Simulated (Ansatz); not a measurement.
The system is Pd.

```
Pd
1.0
    -1.57228    1.57228    1.57228
     1.57228   -1.57228    1.57228
     1.57228    1.57228   -1.57228
Pd
1
Direct
  0.00000 0.00000 0.00000
```

This isn't the form of Pd at room conditions, which is fcc.

Base run:

| Item | Value |
| --- | --- |
| Program | Ansatz 0.2.0 |
| Functional | LDA |
| Potentials or basis | Ansatz PAW |
| Cutoff | 420 eV (not typed: the program's choice for these potentials) |
| k mesh | 9 × 9 × 9 |
| Occupations | fermi-dirac, width 0.05 eV |
| Spin | spin-orbit coupling, no magnetisation |

Its results: band gap on the k mesh none (metal or under the smearing width); pressure -15.3 GPa.

Q: The run is repeated on the same cell with these changes: functional from LDA to PBEsol. What comes out?

A: Band gap on the k mesh none (metal or under the smearing width); pressure -10.0 GPa.

PBEsol binds less tightly than LDA, so the same cell stands under more pressure.

Caveats: the PAW data sets come from PBE, with cores solved anew for the run's functional, which leaves a small shift of forces and pressure; so large a pressure means that the cell lies far from this level's equilibrium, or that cutoff or potentials fall short (some runs).
